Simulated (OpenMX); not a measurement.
Crystal: Ir.

```
Ir
1.0
     0.00000    1.91560    1.91560
     1.91560    0.00000    1.91560
     1.91560    1.91560    0.00000
Ir
1
Direct
  0.00000 0.00000 0.00000
```

Base run:

* Program: OpenMX 3.8.5
* Functional: PBE
* Potentials or basis: OpenMX 2013 PBE set, Ir7.0-s3p2d2f2, grid cutoff 400 Ry
* k mesh: 13 × 13 × 13
* Occupations: fermi-dirac, width 0.05 eV
* Spin: no spin polarisation

Its results: pressure 14.4 GPa.

Task: The run is repeated on the same cell with these changes: potentials or basis from OpenMX 2013 PBE set, Ir7.0-s3p2d2f2, grid cutoff 400 Ry to OpenMX 2013 PBE set, Ir7.0-s3p2d2, grid cutoff 400 Ry. What comes out?

Result: Pressure 25.1 GPa.

Caveats: the basis of atomic orbitals isn't converged, which shifts pressures, moduli and gaps; so large a pressure means that the cell lies far from this level's equilibrium, or that cutoff or potentials fall short (some runs).
